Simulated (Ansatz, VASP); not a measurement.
MgS: VASP beside Ansatz

Contents of INCAR:

```
PREC = Accurate
ENCUT = 520
EDIFF = 1E-6
ISMEAR = 0
SIGMA = 0.05
LREAL = False
LASPH = True
NELM = 80
ALGO = Fast
ISIF = 2
LWAVE = False
LCHARG = False
GGA = PE
NBANDS = 11
```

Contents of KPOINTS:

```
regular mesh
0
Gamma
  8 8 8
```

The input POSCAR:

```
MgS
1.0
    0.0000000000      2.6016500000      2.6016500000
    2.6016500000      0.0000000000      2.6016500000
    2.6016500000      2.6016500000      0.0000000000
Mg S
1 1
Direct
    0.0864835777     -0.0864835777     -0.0864835777
    0.5000000000      0.5000000000      0.5000000000
```

Input for Ansatz:

```yaml
crystal:
  lattice:
    - [0.0, 2.60165, 2.60165]
    - [2.60165, 0.0, 2.60165]
    - [2.60165, 2.60165, 0.0]
  atoms:
    - { symbol: Mg, position: [0.0864835777, -0.0864835777, -0.0864835777] }
    - { symbol: S, position: [0.5, 0.5, 0.5] }
basis:
  ecutwfc: 420
kpoints:
  mp_grid: { grid: [8, 8, 8] }
hamiltonian:
  xc: pbe
scf:
  occupations: { method: gaussian, width: 0.05 }
output:
  forces: true
  stress: true
  eigenvalues: true
```

Alike in both runs: task single point; functional PBE; k mesh 8 × 8 × 8; occupations gaussian, width 0.05 eV; no spin polarisation.

|  | VASP | Ansatz |
| --- | --- | --- |
| version | VASP 6.6.1 | Ansatz 0.2.0 |
| potentials or method | VASP PAW PBE potentials, release 64 (Mg, S) | scalar-relativistic, plane waves, PAW |
| plane-wave cutoff (eV) | 520 | 420 |
| valence electrons in the cell | 8 | 16 |

Ansatz gave:

| Item | Value |
| --- | --- |
| gap on the k mesh at the Fermi level (eV) | 2.85 |
| least direct gap on the mesh (eV) | 3.68 |
| pressure (GPa) | 9.1 |
| largest component of the traceless stress (GPa) | 18.78 |
| rms of the force components (eV/Å) | 1.705 |

Task: What did VASP give for the same quantities?

Result: gap on the k mesh at the Fermi level (eV): 2.84; least direct gap on the mesh (eV): 3.67; pressure (GPa): 8.9; largest component of the traceless stress (GPa): 18.91; rms of the force components (eV/Å): 1.715.

Atom by atom the forces differ by 0.010 eV/Å (rms over components). The two sets of potentials don't hold the same shells in valence.

Caveats: forces of over 1 eV/Å show positions far from the minimum, so gaps and moduli don't describe the material at rest. A k mesh can miss the band edges.
